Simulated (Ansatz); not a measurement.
A crystal relaxed with r2SCAN in Ansatz has space group I-4 (No. 82) and a = 5.414 Å, c = 10.823 Å.

| atom | site | x | y | z |
| --- | --- | --- | --- | --- |
| Cu | 2a | 0.0000 | 0.0000 | 0.0000 |
| Cu | 2c | 0.0000 | 0.5000 | 0.2500 |
| Xx | 2d | 0.5000 | 0.0000 | 0.2500 |
| Sn | 2b | 0.5000 | 0.5000 | 0.0000 |
| S | 8g | 0.2578 | 0.7357 | 0.3709 |

The r2SCAN gap is direct at Γ: 0.47 eV. HSE06 gives a direct gap of 1.31 eV at Γ. Meshes: r2SCAN 6×6×6, HSE06 4×4×4.

Problem. Which element is Xx?
A. Zn
B. Cd
C. Mg
D. Hg

Solution. A. Xx is Zn: Cu₂ZnSnS₄ in the kesterite structure. Cu is surrounded by 4 S at 2.30 Å; Zn is surrounded by 4 S at 2.34 Å; Sn is surrounded by 4 S at 2.44 Å; S is surrounded by 2 Cu at 2.30 Å and 1 Zn at 2.34 Å and 1 Sn at 2.44 Å.

The calculation is spin-unpolarised, and the structure need not be a phase that has been made.

Spin-orbit coupling is left out, which matters wherever the heavy atoms make up the band edges.

The meshes of the hybrids are coarse, so their gaps aren't converged to the digits shown.
